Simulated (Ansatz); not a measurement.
## Formation energy of AgI

The computed numbers are results of PBE, scalar-relativistic (no spin polarisation) in the plane-wave PAW code Ansatz at 420 eV, Γ-centred 8×8×6 mesh, 0.05 eV Gaussian smearing. The datasets are Ansatz's generated set soft_2.

The chain of runs began from a cell as deposited in COD, expanded in volume.

The structure is hexagonal, space group P6_3mc (No. 186). The conventional cell has a = 4.685 Å, b = 4.685 Å, c = 7.663 Å, α = 90.00°, β = 90.00°, γ = 120.00°. Around Ag (site symmetry 3m) lie 4 I at 2.87 Å. I (site symmetry 3m) is surrounded by 4 Ag at 2.87 Å. (Shells end 15 % past the nearest neighbour.)

The elements were computed in their standard states with the same datasets, cutoff and functional. Absolute energies hang on the potentials; compare differences alone.

Energy of the relaxed cell (4 atoms, smearing extrapolated to zero): -30208.011 eV. Elements, in eV/atom: Ag -7590.556, I -7512.908.

Q: What is the formation energy?

A: [-30208.011 − (2 × -7590.556 + 2 × -7512.908)] / 4 = -0.27 eV/atom, or -26 kJ per mole of atoms.

The value is for 0 K, without zero-point energy. Uncorrected semilocal values for oxides, chalcogenides and halides often miss by tenths of an eV an atom. A negative value shows stability against the elements alone, not against other compounds or structures.

Bader charges against formal ones: Ag +0.29 (+1), I −0.29 (−1). The cations give up 29 % of the formal charge; Bader charges stay under formal ones because the anions' density reaches into the cations' basins, the more so the higher the formal charge and the softer the anion.

Formal charges Ag⁺, I⁻ balance and leave closed shells on every ion, so a band insulator is expected, and the gap is 1.37 eV.

Semilocal functionals underestimate band gaps, commonly by a third or more. Scalar-relativistic only: spin–orbit splittings of the heavy atoms' levels are missing. The relaxed cell is 6 % larger in volume than the cell of this structure in the Crystallography Open Database (34.39 Å³/atom, 1977).
